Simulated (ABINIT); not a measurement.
# BN (F-43m) in ABINIT: single point with PBEsol

Aim: the single point of BN with PBEsol.

Program: ABINIT 10.8.3 (patched build). These are calculated values, not measurements. Logs are shortened: lines on timing, memory, paths and dates and some standing lists are left out, and cuts for length are marked. The log counts tension as positive stress, the text compression.

**1. The crystal as given**

It takes space group F-43m (No. 216, cubic). Conventional cell: a = 3.626 Å, b = 3.626 Å, c = 3.626 Å, α = 90.00°, β = 90.00°, γ = 90.00°. N (site symmetry -43m) is surrounded by 4 B at 1.57 Å. B (site symmetry -43m) is surrounded by 4 N at 1.57 Å.

The cell is a database's computed one.

**2. Single point, PBEsol**

File run.abi:

```
# Pseudopotentials
pp_dirpath "./"
pseudos "N.GGA_PBE-JTH.xml, B.GGA_PBE-JTH.xml"

# Structure
acell 4.8452022309 4.8452022309 4.8452022309
rprim
     0.0000000000     0.7071067812     0.7071067812
     0.7071067812     0.0000000000     0.7071067812
     0.7071067812     0.7071067812     0.0000000000
ntypat 2
znucl 7 5
natom 2
typat 1 2
xred
     0.2500000000     0.2500000000     0.2500000000
     0.0000000000     0.0000000000     0.0000000000

# Plane-wave basis
ecut 25.0
pawecutdg 47.0

# k points
kptopt 1
ngkpt 17 17 17
nshiftk 1
shiftk 0.0 0.0 0.0

# Exchange and correlation
ixc -116133

# Bands and occupations
nband 8
occopt 3
tsmear 0.05 eV

# SCF cycle
nstep 100
tolvrs 1.0e-9

# Output
iomode 3
prtwf 0
prtden 0
prteig 0
prtebands 0
enunit 2
```

Potentials or basis: JTH PAW PBE v2.0.

Launch:

```console
$ abinit run.abi > log 2>&1
```

run.abo:

```text
.Version 10.8.3 of ABINIT
 Symmetries : space group F-4 3 m (#216); Bravais cF (face-center cubic)
================================================================================
 Values of the parameters that define the memory need of the present run
     intxc =       0    ionmov =       0      iscf =      17    lmnmax =       8
     lnmax =       4     mgfft =      24  mpssoang =       2    mqgrid =    3001
     natom =       2  nloc_mem =       2    nspden =       1   nspinor =       1
    nsppol =       1      nsym =      24    n1xccc =       1    ntypat =       2
    occopt =       3   xclevel =       2
       mpw =         507          nfft =       13824          nkpt =         165
 PAW method is used; the additional fine FFT grid is defined by:
   mgfftf=        30    nfftf =     27000
================================================================================
================================================================================

--------------------------------------------------------------------------------
------------- Echo of variables that govern the present computation ------------
--------------------------------------------------------------------------------
 -outvars: echo values of preprocessed input variables --------
            acell      4.8452022309E+00  4.8452022309E+00  4.8452022309E+00 Bohr
              amu      1.40067400E+01  1.08110000E+01
             ecut      2.50000000E+01 Hartree
           enunit           2
                       outvar_i_n : Printing only first  50 k-points.
              ixc     -116133
                       outvar_i_n : Printing only first  50 k-points.
         kptrlatt       17    0    0      0   17    0      0    0   17
          kptrlen      8.23684379E+01
            natom           2
            nband           8
            ngfft          24      24      24
          ngfftdg          30      30      30
             nkpt         165
            nstep         100
             nsym          24
           ntypat           2
                       prtocc : prtvol=0, do not print more k-points.
           occopt           3
        pawecutdg      4.70000000E+01 Hartree
         pawxcdev           0
           prtden           0
        prtebands           0
           prteig           0
            prtwf           0
            rprim      0.0000000000E+00  7.0710678120E-01  7.0710678120E-01
                       7.0710678120E-01  0.0000000000E+00  7.0710678120E-01
                       7.0710678120E-01  7.0710678120E-01  0.0000000000E+00
          spgroup         216
           tolvrs      1.00000000E-09
           tsmear      1.83746611E-03 Hartree
            typat      1  2
           useylm           1
                       outvars : Printing only first  50 k-points.
           xangst      9.0650049941E-01  9.0650049941E-01  9.0650049941E-01
                       0.0000000000E+00  0.0000000000E+00  0.0000000000E+00
            xcart      1.7130376769E+00  1.7130376769E+00  1.7130376769E+00
                       0.0000000000E+00  0.0000000000E+00  0.0000000000E+00
[... 140 lines left out ...]
    1      0.00000000000000     0.00000000000000    -0.00000000000000
    2     -0.00000000000000    -0.00000000000000     0.00000000000000
 frms,max,avg= 1.0396837E-28 1.5718541E-28   0.000E+00  0.000E+00  0.000E+00 h/b

 cartesian forces (eV/Angstrom) at end:
    1      0.00000000000000     0.00000000000000    -0.00000000000000
    2     -0.00000000000000    -0.00000000000000     0.00000000000000
 frms,max,avg= 5.3462687E-27 8.0827985E-27   0.000E+00  0.000E+00  0.000E+00 e/A
 length scales=  4.845202230900  4.845202230900  4.845202230900 bohr
              =  2.563970601069  2.563970601069  2.563970601069 angstroms
 Fermi (or HOMO) energy (hartree) =   0.36060   Average Vxc (hartree)=  -0.47634
 Eigenvalues (hartree) for nkpt= 165  k points:
 kpt#   1, nband=  8, wtk=  0.00020, kpt=  0.0000  0.0000  0.0000 (reduced coord)
  -0.42794    0.31300    0.31300    0.31300    0.63276    0.63276    0.63276    0.68432
      occupation numbers for kpt#   1
   2.00000    2.00000    2.00000    2.00000    0.00000    0.00000    0.00000    0.00000
 prteigrs : prtvol=0 or 1, do not print more k-points.

 Fermi (or HOMO) energy (eV) =   9.81238   Average Vxc (eV)= -12.96179
 Eigenvalues (   eV  ) for nkpt= 165  k points:
 kpt#   1, nband=  8, wtk=  0.00020, kpt=  0.0000  0.0000  0.0000 (reduced coord)
 -11.64483    8.51706    8.51706    8.51706   17.21841   17.21841   17.21841   18.62139
 prteigrs : prtvol=0 or 1, do not print more k-points.

--- !EnergyTerms
iteration_state     : {dtset: 1, }
comment             : Components of total free energy in Hartree
kinetic             :  7.89948515236918E+00
hartree             :  1.79341461111656E+00
xc                  : -3.87143216614733E+00
Ewald energy        : -1.31304314004290E+01
psp_core            :  7.24944099957335E-01
local_psp           : -7.74195132237300E+00
PAW spherical_terms :  1.38221471857509E+00
internal            : -1.29437563069312E+01
'-kT*entropy'       : -2.21387237535631E-16
total_energy        : -1.29437563069312E+01
total_energy_eV     : -3.52217552341757E+02
...

--- !EnergyTermsDC
iteration_state     : {dtset: 1, }
comment             : '"Double-counting" decomposition of free energy'
band_energy         :  1.93435173381039E-01
Ewald energy        : -1.31304314004290E+01
psp_core            :  7.24944099957335E-01
xc_dc               : -9.82152444537441E-01
PAW spherical_terms :  2.50446734717539E-01
internal            : -1.29437578369106E+01
'-kT*entropy'       : -2.21387237535631E-16
total_energy_dc     : -1.29437578369106E+01
total_energy_dc_eV  : -3.52217593974617E+02
...

--- !EnergyTermsWithPAWCore
iteration_state     : {dtset: 1, }
comment             : 'Components of total free energy, including PAW core contributions'
Total energy        : -7.93868101249271E+01
Total energy DC     : -7.93868116549064E+01
Total energy (eV)   : -2.16022515314575E+03
Total energy DC (eV): -2.16022519477861E+03
...

 Cartesian components of stress tensor (hartree/bohr^3)
  sigma(1 1)=  2.16546482E-04  sigma(3 2)=  0.00000000E+00
  sigma(2 2)=  2.16546482E-04  sigma(3 1)=  0.00000000E+00
  sigma(3 3)=  2.16546482E-04  sigma(2 1)=  0.00000000E+00

-Cartesian components of stress tensor (GPa)         [Pressure= -6.3710E+00 GPa]
- sigma(1 1)=  6.37101747E+00  sigma(3 2)=  0.00000000E+00
- sigma(2 2)=  6.37101747E+00  sigma(3 1)=  0.00000000E+00
- sigma(3 3)=  6.37101747E+00  sigma(2 1)=  0.00000000E+00

== END DATASET(S) ==============================================================
================================================================================

 -outvars: echo values of variables after computation  --------
            acell      4.8452022309E+00  4.8452022309E+00  4.8452022309E+00 Bohr
           etotal     -1.2943757837E+01
            fcart      7.8592702878E-29  3.9296351439E-29 -1.5718540576E-28
                      -7.8592702878E-29 -3.9296351439E-29  1.5718540576E-28
            rprim      0.0000000000E+00  7.0710678120E-01  7.0710678120E-01
                       7.0710678120E-01  0.0000000000E+00  7.0710678120E-01
                       7.0710678120E-01  7.0710678120E-01  0.0000000000E+00
           strten      2.1654648228E-04  2.1654648228E-04  2.1654648228E-04
                       0.0000000000E+00  0.0000000000E+00  0.0000000000E+00
           xangst      9.0650049941E-01  9.0650049941E-01  9.0650049941E-01
                       0.0000000000E+00  0.0000000000E+00  0.0000000000E+00
             xred      2.5000000000E-01  2.5000000000E-01  2.5000000000E-01
                       0.0000000000E+00  0.0000000000E+00  0.0000000000E+00
 Calculation completed.
```

Run time: 14 s. Hardware: 1 thread of AMD EPYC 9R45 (Zen 5), shared host; peak memory 0.11 GiB.

What came out:

- Free energy: -352.2176 eV
- Band gap on the k mesh: 4.31 eV, indirect (least direct gap 8.70 eV)
- Valence electrons inside the program's atomic spheres: N 2.67; B 2.05

Levels at points of the mesh, in eV from the valence-band top:
| k point | band 1 | band 2 | band 3 | band 4 | band 5 | band 6 | band 7 | band 8 |
| --- | --- | --- | --- | --- | --- | --- | --- | --- |
| (0.00, 0.00, 0.00) | -20.16 | 0.00 | 0.00 | 0.00 | 8.70 | 8.70 | 8.70 | 10.10 |

Caveat: the cutoff is too short for stress, so the log's stress isn't used; the PAW data sets were made with another functional, which shifts forces and pressure a little; an odd mesh through Γ misses points on the zone boundary, where band edges often lie.

**3. Against experiment**

Step 2. The gap isn't set beside the measured one, since this odd mesh misses points on the zone boundary.
